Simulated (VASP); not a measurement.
# Si (P6/mmm) in VASP: a series of runs

The runs below take Si through single point, relaxation of cell and atoms, with revPBE.

All numbers are computed with VASP 6.6.1; they aren't measurements. Logs are shortened: lines on timing, memory, paths and dates and some standing lists are left out, and cuts for length are marked.

## Step 1: Starting point

Symmetry: P6/mmm, No. 191, hexagonal system. The conventional cell has a = 4.489 Å, b = 4.489 Å, c = 2.570 Å, α = 90.00°, β = 90.00°, γ = 120.00°. Si (site symmetry 6/mmm) is surrounded by 14 Si at 2.57 to 2.89 Å. Si (site symmetry -6m2) has 11 Si at 2.57 to 2.89 Å as nearest neighbours.

This isn't the form of Si at room conditions, which is diamond.

## Step 2: Single point, revPBE

Contents of INCAR:

```
  ALGO = Normal
  EDIFF = 1E-6
  ENCUT = 520
  GGA = RE
  ISIF = 2
  ISMEAR = -1
  LASPH = True
  LCHARG = False
  LREAL = False
  LWAVE = False
  NBANDS = 13
  NELM = 100
  PREC = Accurate
  SIGMA = 0.1
```

Contents of KPOINTS:

```
k-points
0
Gamma
  11 11 16
```

Contents of POSCAR:

```
Si
1.0
    4.4891686318      0.0000000000      0.0000000000
   -2.2445843159      3.8877340770      0.0000000000
    0.0000000000      0.0000000000      2.5702374111
Si
3
Direct
    1.0000000000      0.0000000000      0.0000000000
    0.3333333333      0.6666666667      0.5000000000
    0.6666666667      0.3333333333      0.5000000000
```

Potentials or basis: VASP PAW PBE potentials, release 64 (Si).

The run is started by

```bash
$ cat potpaw_PBE.64/Si/POTCAR > POTCAR
$ mpirun -np 1 vasp_std > vasp.out
```

OUTCAR:

```text
EDIFF = 1E-6
   ENCUT = 520
   GGA = RE
   ISIF = 2
   ISMEAR = -1
   LASPH = True
   LREAL = False
   NELM = 100
   PREC = Accurate

 ion  position               nearest neighbor table
   1  0.000  0.000  0.000-   2 2.89   3 2.89   2 2.89   3 2.89   2 2.89   2 2.89   3 2.89   3 2.89
                             3 2.89   3 2.89   2 2.89   2 2.89
   2  0.333  0.667  0.500-   3 2.59   3 2.59   3 2.59   1 2.89   1 2.89   1 2.89   1 2.89   1 2.89
                             1 2.89
   3  0.667  0.333  0.500-   2 2.59   2 2.59   2 2.59   1 2.89   1 2.89   1 2.89   1 2.89   1 2.89
                             1 2.89

  LATTYP: Found a hexagonal cell.
 ALAT       =     4.4891686318
 C/A-ratio  =     0.5725419609

  Lattice vectors:

 A1 = (   4.4891686318,   0.0000000000,   0.0000000000)
 A2 = (  -2.2445843159,   3.8877340770,   0.0000000000)
 A3 = (   0.0000000000,   0.0000000000,   2.5702374111)

Analysis of symmetry for initial positions (statically):
=====================================================================
 Subroutine PRICEL returns:
 Original cell was already a primitive cell.

 Routine SETGRP: Setting up the symmetry group for a
 hexagonal supercell.

 Subroutine GETGRP returns: Found 24 space group operations
 (whereof 24 operations were pure point group operations)
 out of a pool of 24 trial point group operations.

The static configuration has the point symmetry D_6h.

Analysis of symmetry for dynamics (positions and initial velocities):
=====================================================================
 Subroutine PRICEL returns:
 Original cell was already a primitive cell.

 Routine SETGRP: Setting up the symmetry group for a
 hexagonal supercell.

 Subroutine GETGRP returns: Found 24 space group operations
 (whereof 24 operations were pure point group operations)
 out of a pool of 24 trial point group operations.

The dynamic configuration has the point symmetry D_6h.

 Subroutine INISYM returns: Found 24 space group operations
 (whereof 24 operations are pure point group operations),
 and found     1 'primitive' translations

----------------------------------------------------------------------------------------

                                     Primitive cell

  volume of cell :      44.8576

  direct lattice vectors                    reciprocal lattice vectors
     4.489168632  0.000000000  0.000000000     0.222758395  0.128609619  0.000000000
    -2.244584316  3.887734077  0.000000000     0.000000000  0.257219239  0.000000000
     0.000000000  0.000000000  2.570237411     0.000000000  0.000000000  0.389069117

  length of vectors
     4.489168632  4.489168632  2.570237411     0.257219239  0.257219239  0.389069117

  position of ions in fractional coordinates (direct lattice)
     0.000000000  0.000000000  0.000000000
     0.333333333  0.666666667  0.500000000
     0.666666667  0.333333333  0.500000000

  ion indices of the primitive-cell ions
   primitive index   ion index
                 1           1
                 2           2
                 3           3

----------------------------------------------------------------------------------------

 KPOINTS: k-points

Automatic generation of k-mesh.
 Grid dimensions read from file:
 generate k-points for:   11   11   16

 Generating k-lattice:

  Cartesian coordinates                     Fractional coordinates (reciprocal lattice)
     0.020250763  0.011691784  0.000000000     0.090909091  0.000000000  0.000000000
     0.000000000  0.023383567  0.000000000     0.000000000  0.090909091  0.000000000
     0.000000000  0.000000000  0.024316820     0.000000000  0.000000000  0.062500000

  Length of vectors
     0.023383567  0.023383567  0.024316820

  Shift w.r.t. Gamma in fractional coordinates (k-lattice)
     0.000000000  0.000000000  0.000000000

 Subroutine IBZKPT returns following result:
 ===========================================

 Found    144 irreducible k-points:

 Following reciprocal coordinates:
            Coordinates               Weight
  0.000000  0.000000  0.000000      1.000000
  0.090909  0.000000  0.000000      6.000000
  0.181818  0.000000  0.000000      6.000000
  0.272727  0.000000  0.000000      6.000000
  0.363636  0.000000  0.000000      6.000000
  0.454545  0.000000  0.000000      6.000000
[... 16 lines left out ...]
  0.090909  0.090909  0.062500     12.000000
  0.181818  0.090909  0.062500     24.000000
 [... further k-points ...]
   k-points           NKPTS =    144   k-points in BZ     NKDIM =    144   number of bands    NBANDS=     13
   number of dos      NEDOS =    301   number of ions     NIONS =      3
   total plane-waves  NPLWV =  25920
   dimension x,y,z NGX =    36 NGY =   36 NGZ =   20
   dimension x,y,z NGXF=    72 NGYF=   72 NGZF=   40
   ions per type =               3
   NGX,Y,Z   is equivalent  to a cutoff of  13.33, 13.33, 12.94 a.u.
   NGXF,Y,Z  is equivalent  to a cutoff of  26.66, 26.66, 25.87 a.u.
 SYSTEM =  unknown system
   PREC   = accura    normal or accurate (medium, high low for compatibility)
   ISTART =      0    job   : 0-new  1-cont  2-samecut
   ICHARG =      2    charge: 1-file 2-atom 10-const
   ISPIN  =      1    spin polarized calculation?
   LNONCOLLINEAR =      F non collinear calculations
   LSORBIT =      F    spin-orbit coupling
   LASPH  =      T    aspherical Exc in radial PAW
   ENCUT  =  520.0 eV  38.22 Ry    6.18 a.u.   8.35  8.35  4.78*2*pi/ulx,y,z
   NELM   =    100;   NELMIN=  2; NELMDL= -5     # of ELM steps
   EDIFF  = 0.1E-05   stopping-criterion for ELM
   LREAL  =      F    real-space projection
   EDIFFG = 0.1E-04   stopping-criterion for IOM
   NSW    =      0    number of steps for IOM
   IBRION =     -1    ionic relax: 0-MD 1-quasi-New 2-CG
   NFREE  =      0    steps in history (QN), initial steepest desc. (CG)
   ISIF   =      2    stress and relaxation
   ISYM   =      2    0-nonsym 1-usesym 2-fastsym
   POTIM  = 0.5000    time-step for ionic-motion
   TEBEG  =    0.0;   TEEND  =   0.0 temperature during run
   PSTRESS=    0.0 pullay stress
   NELECT =      12.0000    total number of electrons
   NUPDOWN=      -1.0000    fix difference up-down
   EMIN   =  10.00;   EMAX   =-10.00  energy-range for DOS
   EFERMI =   0.00;   METHOD = LEGACY
   ISMEAR =    -1;   SIGMA  =   0.10  broadening in eV -4-tet -1-fermi 0-gaus
   EFERMI_NEDOS =   21; number of points for ismear=-14 and -15
   IALGO  =     38    algorithm
   IMIX   =      4    mixing-type and parameters
     AMIX     =   0.40;   BMIX     =  1.00
     AMIX_MAG =   1.60;   BMIX_MAG =  1.00
  volume/ion in A,a.u.               =      14.95       100.90
  Fermi-wavevector in a.u.,A,eV,Ry     =   1.054848  1.993374 15.139270  1.112705
  Thomas-Fermi vector in A             =   2.190024
   LORBIT       =      0    0 simple, 1 ext, 2 COOP (PROOUT), +10 PAW based schemes
   GGA     = RE    functional components
   LHFCALC =     F    Hartree Fock is set to
   AEXX    =    0.0000 exact exchange contribution
   IVDW    =     0    specifies the selected vdW correction
   LEPSILON=     F    determine dielectric tensor
   LRPA    =     F    only Hartree local field effects (RPA)
 non-spin polarized calculation
  energy-cutoff  :      520.00
  volume of cell :       44.86
 maximum number of plane-waves:      1251
 NGX is ok and might be reduce to    36
   NGX = 17   NGY = 17   NGZ =  9

 number of electron      11.9999999 magnetization

 Free energy of the ion-electron system (eV)
  ---------------------------------------------------
  ext. energy  EPLUGINS =         0.00000000
  ---------------------------------------------------
  free energy    TOTEN  =       -14.09861523 eV

  energy without entropy =      -14.05482102  energy(sigma->0) =      -14.07671813

 E-fermi :   9.7005     XC(G=0): -11.0429

 val. band max:        9.6973569701   @ k =   0.0000   0.0000   0.1875
 cond. band min:       9.7030830217   @ k =   0.1818   0.0909   0.0000
 fundamental gap:      0.0057260516
 Fermi energy:         9.7005483497

 k-point     1 :       0.0000    0.0000    0.0000
  band No.  band energies     occupation
      1      -4.3659      2.00000
      2       4.2698      2.00000
      3       4.4590      2.00000
      4       5.3532      2.00000
      5       5.3532      2.00000
      6       5.4297      2.00000
      7       5.4297      2.00000
      8      15.8484      0.00000
      9      17.2266      0.00000
     10      20.1530      0.00000
     11      20.1530      0.00000
     12      21.6670      0.00000
     13      22.0029      0.00000

 k-point     2 :       0.0909    0.0000    0.0000
  band No.  band energies     occupation
      1      -4.2866      2.00000
      2       3.3388      2.00000
      3       3.8649      2.00000
      4       4.6375      2.00000
      5       5.7254      2.00000
      6       6.2944      2.00000
      7       6.8618      2.00000
      8      15.9159      0.00000
      9      17.2310      0.00000
     10      19.1986      0.00000
     11      19.5558      0.00000
     12      21.7533      0.00000
     13      21.7767      0.00000

 k-point     3 :       0.1818    0.0000    0.0000
  band No.  band energies     occupation
      1      -4.0488      2.00000
      2       1.9380      2.00000
      3       3.2809      2.00000
      4       4.0348      2.00000
      5       6.7227      2.00000
      6       7.3435      2.00000
      7       8.6831      1.99992
      8      16.1183      0.00000
      9      16.8885      0.00000
     10      18.0423      0.00000
     11      18.1330      0.00000
     12      20.9789      0.00000
     13      21.6099      0.00000
[... 305 lines left out ...]
 k-point    23 :       0.0909    0.0909    0.0625
  band No.  band energies     occupation
      1      -4.0423      2.00000
      2       2.7266      2.00000
      3       2.8033      2.00000
      4       5.3199      2.00000
      5       5.4257      2.00000
      6       7.8925      2.00000
      7       7.8930      2.00000
      8      14.2508      0.00000
      9      17.5919      0.00000
     10      18.9556      0.00000
     11      19.2757      0.00000
     12      19.8508      0.00000
     13      20.4701      0.00000

 k-point    24 :       0.1818    0.0909    0.0625
  band No.  band energies     occupation
      1      -3.7256      2.00000
      2       1.4121      2.00000
      3       2.2366      2.00000
      4       4.8580      2.00000
      5       6.4744      2.00000
      6       8.9955      1.99827
      7       9.7775      0.63317
      8      14.4711      0.00000
      9      15.9035      0.00000
     10      17.8344      0.00000
     11      18.8832      0.00000
     12      19.6512      0.00000
     13      19.9575      0.00000

 [... further k-points ...]

------------------------ aborting loop because EDIFF is reached ----------------------------------------

  FORCE on cell =-STRESS in cart. coord.  units (eV):
  Direction    XX          YY          ZZ          XY          YZ          ZX
  --------------------------------------------------------------------------------------
  -------------------------------------------------------------------------------------
  Total       -0.0401366     -0.0401366     -0.1798374      0.0000000     -0.0000000     -0.0000000
  in kB       -1.4335569     -1.4335569     -6.4232493      0.0000000     -0.0000000     -0.0000000
  external PRESSURE =      -3.0967877 kB  Pullay stress =       0.0000000 kB

 VOLUME and BASIS-vectors are now :
 -----------------------------------------------------------------------------
  energy-cutoff  :      520.00
  volume of cell :       44.86
      direct lattice vectors                 reciprocal lattice vectors
     4.489168632  0.000000000  0.000000000     0.222758395  0.128609619  0.000000000
    -2.244584316  3.887734077  0.000000000     0.000000000  0.257219239  0.000000000
     0.000000000  0.000000000  2.570237411     0.000000000  0.000000000  0.389069117

 POSITION                                       TOTAL-FORCE (eV/Angst)
 -----------------------------------------------------------------------------------
      0.00000      0.00000      0.00000         0.000000      0.000000      0.000000
     -0.00000      2.59182      1.28512         0.000000      0.000000      0.000000
      2.24458      1.29591      1.28512        -0.000000     -0.000000      0.000000
 -----------------------------------------------------------------------------------
    total drift:                               -0.000000     -0.000000     -0.000000

  FREE ENERGIE OF THE ION-ELECTRON SYSTEM (eV)
  ---------------------------------------------------
  free  energy   TOTEN  =       -14.0986152346 eV

  energy  without entropy=      -14.0548210160  energy(sigma->0) =      -14.07671813
```

Wall time 45 s (1 thread of Intel Xeon Platinum 8488C (Sapphire Rapids), shared host); peak memory 0.19 GiB.

What came out:

```
Free energy            : -14.0986 eV
Pressure               : -0.3 GPa
Band gap on the k mesh : none (metal or under the smearing width)
```

Stress tensor (GPa, compression positive):
```
-0.14  0.00  0.00
 0.00 -0.14  0.00
 0.00  0.00 -0.64
```

Caveat: the PAW data sets were made with another functional, which shifts forces and pressure a little.

(Part 1 of 2 ends here.)
